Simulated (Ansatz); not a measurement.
Space group Fm-3m (No. 225). a = 4.699 Å, b = 4.699 Å, c = 4.699 Å, α = 90.00°, β = 90.00°, γ = 90.00°
| atom | site | symmetry | x | y | z |
| --- | --- | --- | --- | --- | --- |
| Na | 4a | m-3m | 0.0000 | 0.0000 | 0.0000 |
| F | 4b | m-3m | 0.5000 | 0.0000 | 0.0000 |

Equation of state of this NaF structure (not necessarily the ground state), with shape and atoms relaxed at each volume where symmetry leaves them free. Method: DFT PBE, scalar-relativistic, plane waves, PAW in Ansatz.

Plane waves to 420 eV, a k mesh through Γ of 8×8×8 on the computed 2-atom cell and Gaussian smearing (0.02 eV); no spin polarisation.

```tsv
V (Å³/atom)	E − E(largest V) (meV/atom)	P (GPa)	gap on mesh (eV)
11.417	18.79	7.74	6.81
11.806	3.08	5.31	6.61
12.195	-7.31	3.25	6.42
12.584	-13.02	1.52	6.25
12.974	-14.86	0.05	6.09
13.363	-13.46	-1.19	5.94
13.752	-9.21	-2.25	5.80
14.271	0.00	-3.41	5.63
```

Task: Fit a third-order Birch–Murnaghan equation to E(V).

Result: V0 = 12.99 Å³/atom, B0 = 45 GPa, B0' = 4.5.